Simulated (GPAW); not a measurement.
Runs of GPAW 26.7.0 on TiB2. The structure is hexagonal, space group P6/mmm (No. 191). The conventional cell has a = 3.029 Å, b = 3.029 Å, c = 3.228 Å, α = 90.00°, β = 90.00°, γ = 120.00°. Ti (site symmetry 6/mmm) is surrounded by 12 B at 2.38 Å. B (site symmetry -6m2) has 3 B at 1.75 Å as nearest neighbours. 

```csv
task,level,potentials or basis,U,cell,k mesh,cutoff (eV),maxiter,optimizer,fmax,max steps,target pressure,gap on the mesh (eV),pressure (GPa)
relaxation of cell and atoms,PBEsol,"PAW data sets generated in the run's folder for this functional, pw",-,relaxed to 5 GPa,7 × 7 × 6,800,150,BFGS,0.02 eV/Å,60,5 GPa,none,4.9
relaxation of cell and atoms,PBEsol,"PAW data sets generated in the run's folder for this functional, pw",-,relaxed to 30 GPa,7 × 7 × 6,800,150,BFGS,0.02 eV/Å,60,30 GPa,none,29.6
relaxation of cell and atoms,PBEsol,"PAW data sets generated in the run's folder for this functional, pw",-,relaxed to 2 GPa,7 × 7 × 6,800,150,BFGS,0.02 eV/Å,60,2 GPa,none,1.9
relaxation of cell and atoms,PBEsol,"PAW data sets generated in the run's folder for this functional, pw",-,relaxed to 20 GPa,7 × 7 × 6,800,150,BFGS,0.02 eV/Å,60,20 GPa,none,19.9
single point,LDA+U,"PAW data sets generated in the run's folder for this functional, pw",Ti d U = 8 eV,as given,8 × 8 × 7,600,120,-,-,-,-,none,(a)
relaxation of cell and atoms,PBEsol,"PAW data sets generated in the run's folder for this functional, pw",-,relaxed to 10 GPa,7 × 7 × 6,800,150,BFGS,0.02 eV/Å,60,10 GPa,none,9.9
single point,PBE,"GPAW PAW data sets (gpaw-data 1.2.1), pw",-,as given,8 × 8 × 7,600,120,-,-,-,-,none,0.3
relaxation of cell and atoms,PBEsol,"PAW data sets generated in the run's folder for this functional, pw",-,relaxed,7 × 7 × 6,800,150,BFGS,0.02 eV/Å,60,-,none,0.0
```

Alike in all rows: no spin polarisation; smearing fermi-dirac 0.05 eV.

Estimate the missing entries.

(a) -0.6.

Caveats: later steps reuse the first step's grids (some runs); the cutoff is short for stress and forces, so pressures can be off by a GPa or more (some runs); U without spin polarisation on a metal has little footing (some runs); the U is typed as a test and isn't derived for this compound (some runs).

A gap of «none» marks a metal or a gap under the smearing width.
